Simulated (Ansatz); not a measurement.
CoH:

```
Co H
1.0
     0.00000    1.84296    1.84296
     1.84296    0.00000    1.84296
     1.84296    1.84296    0.00000
Co H
1 1
Direct
  0.00000 0.00000 0.00000
  0.50000 0.50000 0.50000
```

The cell comes from a database or a generator and needn't be the stable form of this composition.

```yaml
Program: Ansatz 0.2.0
Task: relaxation of cell and atoms
Functional: r2SCAN
Potentials_or_basis: Ansatz PAW
Cutoff: "500 eV (not typed: the program's choice for these potentials)"
k_mesh: 12 × 12 × 12
Occupations: fermi-dirac, width 0.05 eV
Spin: collinear spin, ferromagnetic start
Starting_moments: "[2.0, 0.0] μB"
Hubbard_terms: Co d U = 2 eV
```

At the start: volume 6.26 Å³/atom.

Question: How do energy, volume and symmetry change on relaxing?

Answer: It ends after 9 steps and the volume is 7.29 Å³/atom (+16.5 %); space group Fm-3m (No. 225, to 0.05 Å); moment 1.95 μB per cell.

Step by step:
| step | energy change (eV) | largest force (eV/Å) | volume (Å³) |
| --- | --- | --- | --- |
| 1 | 0.0000 | 0.0000 | 12.52 |
| 2 | -0.1270 | 0.0000 | 13.56 |
| 3 | -0.1602 | 0.0000 | 14.36 |
| 4 | -0.1614 | 0.0000 | 14.56 |
| 5 | -0.1614 | 0.0000 | 14.57 |
| 6 | -0.1651 | 0.0000 | 14.57 |
| 7 | -0.1650 | 0.0000 | 14.58 |
| 8 | -0.1650 | 0.0000 | 14.58 |
| 9 | -0.1650 | 0.0000 | 14.58 |

Final structure:
```xyz
2
Lattice="0.0000 1.9391 1.9391 1.9391 0.0000 1.9391 1.9391 1.9391 0.0000" Properties=species:S:1:pos:R:3 pbc="T T T"
Co    0.0000    0.0000    0.0000
H     1.9391    1.9391    1.9391
```

Caveat: the magnetic or orbital state may not be the lowest; the volume moved by over 15 % at a fixed basis, so the end points are rough; the plane-wave basis is chosen anew once the cell has moved, so the energies of steps on either side of that aren't comparable; the PAW data sets come from PBE, with cores solved anew for the run's functional, which leaves a small shift of forces and pressure; the U is typed as a test and isn't derived for this compound.
